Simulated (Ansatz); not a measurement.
**SiC (Moissanite 6H) under changes of volume**

One of the cells (10.487 Å³/atom); the others are scaled copies at fixed shape and fractional positions:

```xyz
12
Lattice="3.0950 0.0000 0.0000 -1.5475 2.6803 0.0000 0.0000 0.0000 15.1700" Properties=species:S:1:pos:R:3 pbc="T T T"
Si    1.5475    0.8934    6.9524
Si    0.0000    1.7869   14.5374
Si    1.5475    0.8934   12.0101
Si    0.0000    1.7869    4.4251
Si    0.0000    0.0000    9.4812
Si    0.0000    0.0000    1.8962
C     1.5475    0.8934    5.0562
C     0.0000    1.7869   12.6412
C     1.5475    0.8934   10.1138
C     0.0000    1.7869    2.5288
C     0.0000    0.0000    7.5850
C     0.0000    0.0000    0.0000
```

| Quantity | Value |
| --- | --- |
| Program | Ansatz 0.2.0 |
| Functional | PBE |
| Potentials or basis | Ansatz NC |
| Cutoff | 1116 eV (not typed: the program's choice for these potentials) |
| k mesh | 10 × 10 × 2 |
| Occupations | fermi-dirac, width 0.05 eV |
| Spin | no spin polarisation |

| volume (Å³/atom) | energy over the lowest point (meV/atom) | pressure (GPa) | gap on the mesh (eV) | largest force (eV/Å) |
| --- | --- | --- | --- | --- |
| 9.858 | 29.42 | 15.3 | 2.00 | 0.152 |
| 10.068 | 13.01 | 9.8 | 2.00 | 0.148 |
| 10.277 | 3.42 | 4.9 | 2.01 | 0.144 |
| 10.487 | 0.00 | 0.4 | 2.02 | 0.141 |
| 10.697 | ? | ? | ? | ? |
| 10.907 | 9.43 | -7.4 | 2.02 | 0.135 |
| 11.116 | 21.27 | -10.7 | 2.03 | 0.132 |

Q: What does the run at 10.697 Å³/atom give?

A: Energy over the lowest point 2.18 meV/atom; pressure -3.7 GPa; gap on the mesh 2.02 eV; largest force 0.138 eV/Å.

Worked out: A Birch-Murnaghan fit of order 3 (a polynomial in V^(-2/3)) to the other rows has its minimum at 10.51 Å³/atom with B0 = V·E''(V) = 212 GPa and B' = 3.8 at fixed shape and positions, which overstates the stiffness. It gives 2.16 meV/atom at 10.697 Å³/atom, against the run's 2.18, and -dE/dV = -3.7 GPa, against -3.7. A straight line through the other rows of the gap, of slope 0.249 eV per unit of ln V, gives 2.02 eV, against the run's 2.02.

Energies are extrapolated to zero smearing.

A mesh can miss the band edges.
